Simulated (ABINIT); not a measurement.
WS2:

```
CELL_PARAMETERS angstrom
1.57900 0.91164 6.16333
-1.57900 0.91164 6.16333
0.00000 -1.82327 6.16333
ATOMIC_POSITIONS crystal
W 0.00000 0.00000 0.00000
S 0.58100 0.58100 0.58100
S 0.75030 0.75030 0.75030
```

Measurements of this composition are mostly on another form, of space group No. 194.

Program: ABINIT 10.8.3 (patched build). Alike in all runs: no spin polarisation; cell as given; smearing fermi-dirac 0.05 eV.

Problem. Order these runs on this cell by their pressure, lowest first.
A. level PBEsol; potentials or basis PseudoDojo NC SR PBEsol v0.4.1 standard; k mesh 10 × 10 × 10; cutoff (eV) 1007
B. level LDA; potentials or basis JTH PAW LDA v2.0; k mesh 10 × 10 × 10; cutoff (eV) 544; fine-grid cutoff 1088.46 eV
C. level r2SCAN; potentials or basis JTH PAW PBE v2.0; k mesh 8 × 8 × 8; cutoff (eV) 653; fine-grid cutoff 1251.72 eV

Solution. B (-3.8 GPa), A (-0.6 GPa), C (3.0 GPa).

Caveats: the PAW data sets were made with another functional, which shifts forces and pressure a little (some runs).
